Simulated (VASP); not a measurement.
Input of a VASP 6.6.1 run:

File INCAR:

```
SYSTEM = K
ALGO = Fast
EDIFF = 1E-6
ENCUT = 520
ISIF = 2
ISMEAR = 0
LASPH = .True.
LCHARG = .False.
LREAL = .False.
LWAVE = .False.
NBANDS = 10
NELM = 100
PREC = Accurate
SIGMA = 0.15
```

File KPOINTS:

```
k-points
0
Gamma
  14 14 14
  0 0 0
```

POSCAR

```
K
1.0
   -2.9387535784      2.9387535784      2.0776987799
    2.9387535784     -2.9387535784      2.0776987799
    2.9387535784      2.9387535784     -2.0776987799
K
1
Direct
    0.0000000000      0.0000000000      0.0000000000
```

Potentials or basis: VASP PAW LDA potentials, release 64 (K_sv).

The run is started by

```sh
$ cat potpaw_LDA.64/K_sv/POTCAR > POTCAR
$ mpirun -np 1 vasp_std > vasp.out
```

Problem. Predict the pressure.

Solution. -0.3 GPa.

Problem. What does it give for the band gap on the k mesh?

Solution. None (metal or under the smearing width).

Stress tensor (GPa, compression positive):
```
-0.62  0.00  0.00
 0.00 -0.62  0.00
 0.00  0.00  0.40
```
